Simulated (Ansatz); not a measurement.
# ZnS: gaps at several levels of theory

One table from this session's results is given with a row withheld; the runs are named, their logs left out.

Program: Ansatz 0.2.0. Level of theory: DFT PBEsol, scalar-relativistic, plane waves, PAW. These are calculated values, not measurements.

That is the level of the relaxation; later steps name their own.

### The system as given

The structure is hexagonal, space group P6_3mc (No. 186). Conventional cell: a = 3.821 Å, b = 3.821 Å, c = 6.202 Å, α = 90.00°, β = 90.00°, γ = 120.00°. Zn (site symmetry 3m) is surrounded by 4 S at 2.33 to 2.34 Å. Around S (site symmetry 3m) lie 4 Zn at 2.33 to 2.34 Å.

Coordinates:

```xyz
4
Lattice="3.8207 0.0000 0.0000 -1.9103 3.3088 0.0000 0.0000 0.0000 6.2024" Properties=species:S:1:pos:R:3 pbc="T T T"
Zn    0.0000    2.2059    0.0000
Zn    1.9103    1.1029    3.1012
S     0.0000    2.2059    2.3259
S     1.9103    1.1029    5.4271
```

The first run:

(A quick probe on a coarse mesh, which set the mesh and smearing, is not shown.)

File input.yaml:

```yaml
crystal:
  lattice:
    - [3.82069246, 0.0, 0.0]
    - [-1.91034623, 3.30881673, 0.0]
    - [0.0, 0.0, 6.20241087]
  atoms:
    - { symbol: Zn, position: [0.33333333, 0.66666667, 0.0] }
    - { symbol: Zn, position: [0.66666667, 0.33333333, 0.5] }
    - { symbol: S, position: [0.33333333, 0.66666667, 0.375] }
    - { symbol: S, position: [0.66666667, 0.33333333, 0.875] }
basis:
  ecutwfc: 420
kpoints:
  mp_grid: { grid: [9, 9, 6] }
hamiltonian:
  xc: pbesol
scf:
  occupations: { method: gaussian, width: 0.02 }
output:
  forces: true
  stress: true
  eigenvalues: true
  write_density: true
  write_potential: true
  elf: true
  volumetric_format: npy
relax:
  adjacent_minimum: "off"
  f_tol: 0.005
  max_steps: 80
  cell: { stress_tol: 0.05 }
```

On the command line:

```bash
> ansatz run input.yaml --threads 2 --pin off --max-ram 5120MiB --backend cpu --events-out ev --progress --plain --runs-dir out
```

Steps of the session up to this table: Relaxing cell and atoms; Band edges over the whole zone; Levels with PBEsol, 250 eV and coarse mesh; The run at LDA; The run at PBE0; The run at Hartree-Fock.

One table of the session follows, with a row left open; its other results are not shown here.

| level | gap (eV) | least direct gap (eV) |
| --- | --- | --- |
| PBEsol, 250 eV and coarse mesh | 2.26 | 2.26 |
| LDA | 2.04 | 2.04 |
| PBE0 | 4.20 | 4.20 |
| Hartree-Fock | ? | ? |

Q: Estimate the row for Hartree-Fock from the others.

As computed: gap (eV): 10.45; least direct gap (eV): 10.45. In the column «gap (eV)» it is the highest.

Gaps are by band count over the mesh and the named points; a gap of 0 means that the bands overlap or touch.

Caveats from the session: Warnings in the runs' records: cutoff below recommended.
